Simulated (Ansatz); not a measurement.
# Hf in Ansatz: convergence with smearing width

The system is Hf.

```xyz
1
Lattice="-1.7354 1.7881 1.8403 1.7684 -1.7611 1.8463 1.7818 1.8075 -1.8133" Properties=species:S:1:pos:R:3 pbc="T T T"
Hf   -0.0019   -0.0364   -0.0241
```

The cell isn't the ideal one: cell strained at random at fixed volume.

- Program: Ansatz 0.2.0
- Task: convergence study
- Functional: PBEsol
- Potentials or basis: JTH PAW
- Cutoff: 1230 eV (not typed: the program's choice for these potentials)
- k mesh: 7 × 7 × 8
- Occupations: gaussian, width 0.3 eV
- Spin: no spin polarisation

These are the settings of the first run; the series varies smearing width, with any setting tied to it.

Hardware: 2 threads of Intel(R) Xeon(R) Processor @ 2.50GHz (Skylake/Cascade Lake) (shared host).

| smearing width | energy less the tightest run, at zero smearing (meV/atom) | pressure (GPa) | SCF cycles | CPU time (s) | peak memory (GiB) |
| --- | --- | --- | --- | --- | --- |
| 0.3 eV | -0.41 | -8.35 | 6 | 17 | 0.51 |
| 0.2 eV | -0.43 | -8.56 | 6 | 18 | 0.51 |
| 0.15 eV | -0.43 | -8.62 | 6 | 17 | 0.51 |
| 0.1 eV | -0.25 | -8.63 | 6 | 17 | 0.51 |
| 0.05 eV | 0.00 | -8.59 | 6 | 17 | 0.51 |
| 0.025 eV | 0.01 | -8.59 | 6 | 17 | 0.51 |
| 0.01 eV | 0.00 | -8.64 | 6 | 18 | 0.52 |
| 0.005 eV | 0.00 | -8.66 | 6 | 19 | 0.51 |

Against the tightest run, the energy stays within 1 meV/atom from 0.3 eV on; the pressure stays within 0.1 GPa from 0.2 eV on. Narrower smearing needs a denser k mesh, so at a fixed mesh the narrowest width isn't the most accurate. The tightest run that finished is the yardstick and may itself not be fully converged.

Spin-orbit coupling is left out, which matters for the levels of Hf.
